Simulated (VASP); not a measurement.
# Nd (P6_3/mmc) in VASP: equation of state, part 2 of 2

VASP 6.6.1. The steps go on from the part before.

## 4. Equation of state, PBE, collinear spin, ferromagnetic start, 33.49 Å³/atom (volume scaled by 0.98)

Input file INCAR:

```
PREC = Accurate
ENCUT = 520
EDIFF = 1E-7
ISMEAR = -1
SIGMA = 0.05
LREAL = F
LASPH = T
NELM = 100
ALGO = Normal
ISIF = 2
LWAVE = F
LCHARG = F
ISPIN = 2
MAGMOM = 3 3
LORBIT = 11
LMAXMIX = 6
GGA = PE
NBANDS = 25
```

Input file KPOINTS:

```
Automatic mesh
0
Gamma
  8 8 5
```

Input file POSCAR:

```
Nd
1.0
    3.6324556363      0.0000000000      0.0000000000
   -1.8162278182      3.1457988591      0.0000000000
    0.0000000000      0.0000000000      5.8623880682
Nd
2
Direct
    0.6666666667      0.3333333333      0.7500000000
    0.3333333333      0.6666666667      0.2500000000
```

Launch:

```
cat potpaw_PBE.64/Nd/POTCAR > POTCAR
mpirun -np 1 vasp_std > vasp.out
```

It took 2.6 min on 1 thread of AMD EPYC 9R45 (Zen 5), shared host; peak memory 0.23 GiB.

Results (log left out):

| Property | Result |
| --- | --- |
| Free energy | -12.9881 eV |
| Pressure | 0.8 GPa |
| Band gap on the k mesh | none (metal or under the smearing width) |
| Net moment | 8.22 μB per cell |
| Site moments | Nd +3.36 μB |
| Valence electrons inside the program's atomic spheres | Nd 11.22 |

Caveat: the magnetic or orbital state may not be the lowest; spin-orbit coupling is left out, which moves the levels of the heavy elements.

## 5. Equation of state, PBE, collinear spin, ferromagnetic start, 34.86 Å³/atom (volume scaled by 1.02)

Input file INCAR:

```
  PREC = Accurate
  ENCUT = 520
  EDIFF = 1E-7
  ISMEAR = -1
  SIGMA = 0.05
  LREAL = False
  LASPH = True
  NELM = 120
  ALGO = Normal
  ISIF = 2
  LWAVE = False
  LCHARG = False
  ISPIN = 2
  MAGMOM = 3 3
  LORBIT = 11
  LMAXMIX = 6
  GGA = PE
  NBANDS = 25
```

Input file KPOINTS:

```
regular mesh
0
Gamma
  8 8 5
```

Input file POSCAR:

```
Nd
1.0
    3.6812192489      0.0000000000      0.0000000000
   -1.8406096244      3.1880293864      0.0000000000
    0.0000000000      0.0000000000      5.9410872318
Nd
2
Direct
    0.6666666667      0.3333333333      0.7500000000
    0.3333333333      0.6666666667      0.2500000000
```

Potentials or basis: VASP PAW PBE potentials, release 64 (Nd).

Launch:

```
cat potpaw_PBE.64/Nd/POTCAR > POTCAR
mpirun -np 1 vasp_std > vasp.out
```

OUTCAR:

```text
PREC = Accurate
   ENCUT = 520
   EDIFF = 1E-7
   ISMEAR = -1
   LREAL = False
   LASPH = True
   NELM = 120
   ISIF = 2
   ISPIN = 2
   LORBIT = 11
   GGA = PE

 Found     30 irreducible k-points:

 Following reciprocal coordinates:
            Coordinates               Weight
  0.000000  0.000000  0.000000      1.000000
  0.125000 -0.000000  0.000000      6.000000
  0.250000 -0.000000  0.000000      6.000000
  0.375000  0.000000  0.000000      6.000000
  0.500000 -0.000000  0.000000      3.000000
  0.125000  0.125000  0.000000      6.000000
   k-points           NKPTS =     30   k-points in BZ     NKDIM =     30   number of bands    NBANDS=     25
   number of dos      NEDOS =    301   number of ions     NIONS =      2
   total plane-waves  NPLWV =  37632
   dimension x,y,z NGX =    28 NGY =   28 NGZ =   48
   dimension x,y,z NGXF=    56 NGYF=   56 NGZF=   96
   ions per type =               2
   NGX,Y,Z   is equivalent  to a cutoff of  12.64, 12.64, 13.43 a.u.
   NGXF,Y,Z  is equivalent  to a cutoff of  25.29, 25.29, 26.86 a.u.
 SYSTEM =  unknown system
   PREC   = accura    normal or accurate (medium, high low for compatibility)
[... 408 lines left out ...]
------------------------ aborting loop because EDIFF is reached ----------------------------------------

  FORCE on cell =-STRESS in cart. coord.  units (eV):
  Direction    XX          YY          ZZ          XY          YZ          ZX
  --------------------------------------------------------------------------------------
  -------------------------------------------------------------------------------------
  Total        0.0798398      0.0798398     -0.1494833      0.0000000     -0.0000000      0.0000000
  in kB        1.8346367      1.8346367     -3.4349719      0.0000000     -0.0000000      0.0000000
  external PRESSURE =       0.0781005 kB  Pullay stress =       0.0000000 kB

 VOLUME and BASIS-vectors are now :
 -----------------------------------------------------------------------------
  energy-cutoff  :      520.00
  volume of cell :       69.72
      direct lattice vectors                 reciprocal lattice vectors
     3.681219249  0.000000000  0.000000000     0.271649128  0.156836697  0.000000000
    -1.840609624  3.188029386  0.000000000     0.000000000  0.313673395  0.000000000
     0.000000000  0.000000000  5.941087232     0.000000000  0.000000000  0.168319360

 POSITION                                       TOTAL-FORCE (eV/Angst)
 -----------------------------------------------------------------------------------
      1.84061      1.06268      4.45582         0.000000     -0.000000      0.000000
     -0.00000      2.12535      1.48527        -0.000000      0.000000     -0.000000
 -----------------------------------------------------------------------------------
    total drift:                               -0.000000      0.000000     -0.000000

  FREE ENERGIE OF THE ION-ELECTRON SYSTEM (eV)
  ---------------------------------------------------
  free  energy   TOTEN  =       -12.9972048381 eV

  energy  without entropy=      -12.9385191601  energy(sigma->0) =      -12.96786200

 total charge

# of ion       s       p       d       f       tot
--------------------------------------------------
    1        2.025   5.368   0.546   3.270  11.209
    2        2.025   5.368   0.546   3.270  11.209
--------------------------------------------------
tot          4.050  10.735   1.092   6.540  22.417

 magnetization (x)

# of ion       s       p       d       f       tot
--------------------------------------------------
    1       -0.004  -0.092   0.213   3.246   3.363
    2       -0.004  -0.092   0.213   3.246   3.363
--------------------------------------------------
tot         -0.007  -0.185   0.426   6.491   6.725
```

stdout:

```text
POSCAR found type information on POSCAR Nd
 POSCAR found :  1 types and       2 ions
 scaLAPACK will be used
 LDA part: xc-table for (Slater+PW92), standard interpolation
 POSCAR, INCAR and KPOINTS ok, starting setup
 FFT: planning ... GRIDC
 FFT: planning ... GRID_SOFT
 FFT: planning ... GRID
 WAVECAR not read
 entering main loop
```

Run time: 2.4 min. Hardware: 1 thread of AMD EPYC 9R45 (Zen 5), shared host; peak memory 0.24 GiB.

Results:

```yaml
Free_energy: -12.9972 eV
Pressure: 0.0 GPa
Band_gap_on_the_k_mesh: none (metal or under the smearing width)
Net_moment: 8.24 μB per cell
Site_moments: Nd +3.36 μB
Valence_electrons_inside_the_program's_atomic_spheres: Nd 11.21
```

Caveat: the magnetic or orbital state may not be the lowest; spin-orbit coupling is left out, which moves the levels of the heavy elements.

## 6. Equation of state, PBE, collinear spin, ferromagnetic start, 35.55 Å³/atom (volume scaled by 1.04)

Input file INCAR:

```
SYSTEM = Nd
ALGO     = Normal         ! electronic algorithm
EDIFF    = 1E-7           ! SCF threshold, eV
ENCUT    = 520            ! plane-wave cutoff, eV
GGA      = PE             ! functional
ISIF     = 2              ! what is computed and relaxed
ISMEAR   = -1             ! smearing method
ISPIN    = 2              ! spin polarisation
LASPH    = .True.         ! aspherical terms in the spheres
LCHARG   = .False.        ! write CHGCAR
LMAXMIX  = 6              ! l up to which the mixer works
LORBIT   = 11             ! projections on sites
LREAL    = .False.        ! projectors in reciprocal space
LWAVE    = .False.        ! write WAVECAR
MAGMOM   = 3 3            ! initial moments
NBANDS   = 25             ! bands
NELM     = 150            ! most SCF steps
PREC     = Accurate       ! precision mode
SIGMA    = 0.05           ! smearing width, eV
```

Input file KPOINTS:

```
k-points
0
Gamma
  8 8 5
  0 0 0
```

Input file POSCAR:

```
Nd
1.0
    3.7051239398      0.0000000000      0.0000000000
   -1.8525619699      3.2087314560      0.0000000000
    0.0000000000      0.0000000000      5.9796668013
Nd
2
Direct
    0.6666666667      0.3333333333      0.7500000000
    0.3333333333      0.6666666667      0.2500000000
```

Potentials or basis: VASP PAW PBE potentials, release 64 (Nd).

Launch:

```
cat potpaw_PBE.64/Nd/POTCAR > POTCAR
mpirun -np 1 vasp_std > vasp.out
```

It took 2.6 min on 1 thread of AMD EPYC 9R45 (Zen 5), shared host; peak memory 0.23 GiB.

Results (log left out):

```yaml
Free_energy: -12.9969 eV
Pressure: -0.3 GPa
Band_gap_on_the_k_mesh: none (metal or under the smearing width)
Net_moment: 8.24 μB per cell
Site_moments: Nd +3.36 μB
Valence_electrons_inside_the_program's_atomic_spheres: Nd 11.20
```

Caveat: the magnetic or orbital state may not be the lowest; spin-orbit coupling is left out, which moves the levels of the heavy elements.

## 7. Equation of state, PBE, collinear spin, ferromagnetic start, 36.23 Å³/atom (volume scaled by 1.06)

Input file INCAR:

```
PREC = Accurate
ENCUT = 520
EDIFF = 1E-7
ISMEAR = -1
SIGMA = 0.05
LREAL = F
LASPH = T
NELM = 100
ALGO = Normal
ISIF = 2
LWAVE = F
LCHARG = F
ISPIN = 2
MAGMOM = 3 3
LORBIT = 11
LMAXMIX = 6
GGA = PE
NBANDS = 25
```

Input file KPOINTS:

```
regular mesh
0
Gamma
  8 8 5
```

Input file POSCAR:

```
Nd
1.0
    3.7287240916      0.0000000000      0.0000000000
   -1.8643620458      3.2291697870      0.0000000000
    0.0000000000      0.0000000000      6.0177548779
Nd
2
Direct
    0.6666666667      0.3333333333      0.7500000000
    0.3333333333      0.6666666667      0.2500000000
```

Launch:

```
cat potpaw_PBE.64/Nd/POTCAR > POTCAR
mpirun -np 1 vasp_std > vasp.out
```

Wall time 2.6 min (1 thread of AMD EPYC 9R45 (Zen 5), shared host); peak memory 0.24 GiB.

It converged, with:

| Property | Result |
| --- | --- |
| Free energy | -12.9937 eV |
| Pressure | -0.7 GPa |
| Band gap on the k mesh | none (metal or under the smearing width) |
| Net moment | 8.24 μB per cell |
| Site moments | Nd +3.36 μB |
| Valence electrons inside the program's atomic spheres | Nd 11.20 |

Caveat: the magnetic or orbital state may not be the lowest; spin-orbit coupling is left out, which moves the levels of the heavy elements.

## 8. Equation of state, PBE, collinear spin, ferromagnetic start

No new run: the results of the series are fitted here.

Results:

| Item | Value |
| --- | --- |
| Equilibrium volume | 35.13 Å³/atom (rough: see the caveat) |
| Bulk modulus at fixed shape and positions | 18.6 GPa (rough) |

Energy against volume, from the lowest point:
```
volume (Å³/atom)  energy (meV/atom)
          32.128              16.33
          32.811               9.49
          33.495               4.54
          34.178               1.41
          34.862               0.00
          35.545               0.16
          36.229               1.78
```

Caveat: the fit is doubtful: noisy points or a state that changes with volume; the magnetic or orbital state may not be the lowest; the cell was scaled at fixed shape and fractional positions, which overstates the stiffness of a crystal with free parameters, most of all of layers and chains; spin-orbit coupling is left out, which moves the levels of the heavy elements.
